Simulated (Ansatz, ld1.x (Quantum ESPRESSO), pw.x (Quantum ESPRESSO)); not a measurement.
# Ir (Z = 77): does the TM potential hold in the solid?

| Quantity | Value |
| --- | --- |
| Element | iridium (Ir) |
| Generator | ld1.x (Quantum ESPRESSO) 7.5 |
| Type | norm-conserving Troullier–Martins (Kleinman–Bylander form) |
| Functional | PBE |
| Relativity | scalar-relativistic |
| Frozen core | [Xe] 4f14 |
| Valence charge | 9 |
| Reference configuration | 5d7 6s2 6p0 |
| Partial waves | 6s (bound): rc 1.85 bohr; 6p (bound, empty): rc 2.80 bohr; 5d (bound): rc 2.30 bohr |
| Local potential | all-electron potential smoothed inside 2.70 bohr (lloc = -1) |
| Core correction | none |

Crystal test: bcc Ir in pw.x 7.5, no spin, 15³ k-points, Fermi–Dirac smearing 0.01 Ry, cutoffs 85/340 Ry. The reference is all-electron LAPW (Ansatz 0.2.0) with the same functional, mesh and smearing; V0 and B0 come from Birch–Murnaghan fits to the pressures at five volumes. Errors are pseudo minus all-electron; Δ is the rms difference of the E(V) curves that follow from these fits, minima aligned, over ±6 % about the mean V0. Mesh and smearing are coarse, so the numbers serve the comparison and aren't converged zero-temperature values; the lattice is a test structure that the element need not adopt.

All-electron: a0 = 3.113 Å (V0 = 15.09 Å³/atom), B0 = 303.1 GPa.

Problem. How far does the potential miss the all-electron equation of state?

Solution. mean pressure error (GPa): +3.15; a0 (Å): 3.124; a0 error (%): +0.34; B0 error (%): -0.1; Δ (meV/atom): 10.4. The largest radius (2.80 bohr) exceeds half the bond length (2.55 bohr), so the spheres overlap, which is one possible source of error among others. The logarithmic derivative shows an extra or strongly shifted pseudo pole above the reference energy (s near 1.50 Ry).

```csv
V (Å³/atom),P all-electron (GPa),P pseudo (GPa)
14.401,15.87,19.86
14.780,6.56,10.07
15.159,-1.43,1.66
15.538,-8.29,-5.56
15.917,-14.17,-11.76
```

Problem. At the middle volume, how do free energy and pressure move when the wave cutoff is lowered (ecutrho kept at four times it)?

Solution.

| cutoff (Ry) | shift of F (meV/atom) | shift of P (GPa) |
| --- | --- | --- |
| 38 | +38.3 | -2.52 |
| 51 | +15.0 | -0.11 |
| 68 | +2.5 | -0.19 |

The 8 pw.x runs together took about 2 min on one core of a shared server CPU.
